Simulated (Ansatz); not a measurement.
**Zincblende alloy of GaN and AlN (4 of 8 Ga sites exchanged), 16 atoms with displaced atoms**

A calculation with Ansatz 0.2.0 (PAW, plane waves); the settings stand in the input.

The input as it was run:

```yaml
crystal:
  lattice:
    - [0.000000, 4.437921, 4.437921]
    - [4.437921, 0.000000, 4.437921]
    - [4.437921, 4.437921, 0.000000]
  atoms:
    - { symbol: Al, position: [0.026847, 0.992977, 0.994309] }
    - { symbol: Al, position: [0.494550, 0.486671, 0.497455] }
    - { symbol: Al, position: [0.505918, 0.506814, 0.000742] }
    - { symbol: Al, position: [0.498170, 0.993342, 0.495590] }
    - { symbol: N, position: [0.125130, 0.122419, 0.114151] }
    - { symbol: N, position: [0.598820, 0.634581, 0.635561] }
    - { symbol: N, position: [0.149135, 0.148188, 0.638606] }
    - { symbol: N, position: [0.646119, 0.644878, 0.116581] }
    - { symbol: N, position: [0.148099, 0.614844, 0.133840] }
    - { symbol: N, position: [0.628406, 0.120818, 0.631414] }
    - { symbol: N, position: [0.612635, 0.121221, 0.130638] }
    - { symbol: N, position: [0.160447, 0.645493, 0.603520] }
    - { symbol: Ga, position: [0.043664, 0.974634, 0.482113] }
    - { symbol: Ga, position: [0.003887, 0.484151, 0.012690] }
    - { symbol: Ga, position: [0.511989, 0.985854, 0.997507] }
    - { symbol: Ga, position: [0.962285, 0.487735, 0.495742] }
kpoints:
  mp_grid: { grid: [2, 2, 2], shift: [0.5, 0.5, 0.5] }
hamiltonian:
  xc: pbesol
scf:
  occupations: { method: fermi_dirac, width: 0.5 }
  max_iter: 6
output:
  forces: true
  eigenvalues: true
  stress: true
```

Started with:

```sh
ansatz run in.yaml --threads 8 --pin off --max-ram 118750MiB --runs-dir r --events-out ev --progress --plain --backend cuda --devices 0,
```

The end of the output:

```
PAW frozen core: Ga, regenerated for the run's functional, and the local potential with it (the file was generated under x = pbe(κ = 0.804, μ = 0.2195149727645171), c = pbe(β = 0.06672455060314922))
PAW one-centre angular grid: Al, 110 points (default); XC on 64 Gauss nodes
PAW one-centre angular grid: N, 110 points (default); XC on 64 Gauss nodes
PAW one-centre angular grid: Ga, 590 points (default); XC on 64 Gauss nodes
Initial density: superposition of atomic densities (neutral atoms: chi_scale 0, normalization atom), corrected by the library's trained network
Initial wavefunctions: pseudopotential atomic-orbital guess
Functional: x = pbesol(κ = 0.804, μ = 0.12345679012345678), c = pbesol(β = 0.046)
SCF iter   1: F=—  HF=-20111.555015 eV  |F-HF|=—  |Δ(HF+E_count)|=         —  Δρ=1.21e-2  dr2=2.70e-1  ethr=1.77e-3  ⟨swp⟩=5.8  Hψ=1261  notcnv=0
preconditioner: auto → Resta (q_TF=auto, 2.502 Å⁻¹)  ε∞=3.9  [insulator: Δε(μ)=2.927 eV  Ē_g=16.799 eV  σ=0.500 eV  W_gap=0.87  n_scr=58 (ndim 8)  ℏωp=28.6 eV  f_vac=0.000  D(μ)=0.39/eV (n_scr^D=0)  ε∞_Penn≈3.9]
SCF iter   2: F=—  HF=-20111.494110 eV  |F-HF|=—  |Δ(HF+E_count)|=   6.09e-2  Δρ=4.89e-3  dr2=5.22e-2  ethr=2.60e-4  ⟨swp⟩=1.0  Hψ=356  notcnv=0
SCF iter   3: F=—  HF=-20111.481227 eV  |F-HF|=—  |Δ(HF+E_count)|=   1.29e-2  Δρ=9.62e-4  dr2=1.45e-3  ethr=5.02e-5  ⟨swp⟩=2.0  Hψ=382  notcnv=0
SCF iter   4: F=—  HF=-20111.480955 eV  |F-HF|=—  |Δ(HF+E_count)|=   2.72e-4  Δρ=4.02e-4  dr2=3.85e-4  ethr=1.40e-6  ⟨swp⟩=5.0  Hψ=1733  notcnv=0
SCF iter   5: F=—  HF=-20111.480763 eV  |F-HF|=—  |Δ(HF+E_count)|=   1.92e-4  Δρ=1.05e-4  dr2=2.40e-5  ethr=3.70e-7  ⟨swp⟩=3.8  Hψ=1591  notcnv=0
SCF iter   6: F=—  HF=-20111.480784 eV  |F-HF|=—  |Δ(HF+E_count)|=   2.05e-5  Δρ=3.58e-5  dr2=3.34e-6  ethr=2.31e-8  ⟨swp⟩=1.8  Hψ=999  notcnv=0
Error: did not converge after 6 iterations: dr2 = 3.34e-6 (threshold 1.00e-7), under the density mixer `msr1`, which `scf.mixing.algorithm: auto` chose by the deck's other keys (type `scf.mixing.algorithm: msr1` to keep it); raise `scf.max_iter`, which need not help a stalled SCF, or adjust the mixing (`scf.mixing`) or, under a smearing, its width (`scf.occupations.width`, in either direction: ano
```

The run did not converge.
